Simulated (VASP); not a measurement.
Wanted: the native input for a VASP 6.6.1 run.

* Task: dielectric tensor
* Functional: LDA
* Potentials or basis: VASP PAW LDA potentials, release 64 (Al, O)
* Cutoff: 800 eV
* k mesh: 15 × 15 × 4
* Occupations: gaussian, width 0.01 eV
* Spin: no spin polarisation
* Further INCAR settings: ALGO = Normal; EDIFF = 1e-08

The structure of Al2O3 lies in POSCAR:

```
Al2O3
1.0
    2.8843249483      0.0000000000      0.0000000000
   -1.4421624742      2.4978986780      0.0000000000
    0.0000000000      0.0000000000      9.3367544600
Al O
2 3
Direct
    0.0000000000      0.0000000000      0.8500076700
    0.0000000000      0.0000000000      0.1499923300
    0.3333333333      0.6666666667      0.7776830800
    0.6666666667      0.3333333333      0.0000000000
    0.3333333333      0.6666666667      0.2223169200
```

Measurements of this composition are mostly on another form, of space group No. 167.

One way to write it, as run:

INCAR

```
SYSTEM = Al2O3
PREC = Accurate ; ENCUT = 800
EDIFF = 1E-8 ; ISMEAR = 0
SIGMA = 0.01 ; LREAL = .False.
LASPH = .True. ; NELM = 100
ALGO = Normal ; ISIF = 2
LWAVE = .False. ; LCHARG = .False.
LEPSILON = .True.
```

KPOINTS

```
Automatic mesh
0
Gamma
  15 15 4
  0 0 0
```

Potentials or basis: VASP PAW LDA potentials, release 64 (Al, O).

The run is started by

```bash
$ cat potpaw_LDA.64/Al/POTCAR potpaw_LDA.64/O/POTCAR > POTCAR
$ mpirun -np 1 vasp_std > vasp.out
```

It gave:

| Property | Result |
| --- | --- |
| Band gap on the k mesh | 4.74 eV, indirect (least direct gap 5.00 eV) |
| Electronic dielectric tensor (diagonal) | 2.70, 2.70, 1.94 |
| Born charges (mean of the diagonal) | Al +2.52; O -1.57, -1.90 e |

Caveat: an odd mesh through Γ misses points on the zone boundary, where band edges often lie.

It took 22 min on 1 thread of AMD EPYC 9R45 (Zen 5) (shared host), peak memory 1.3 GiB.
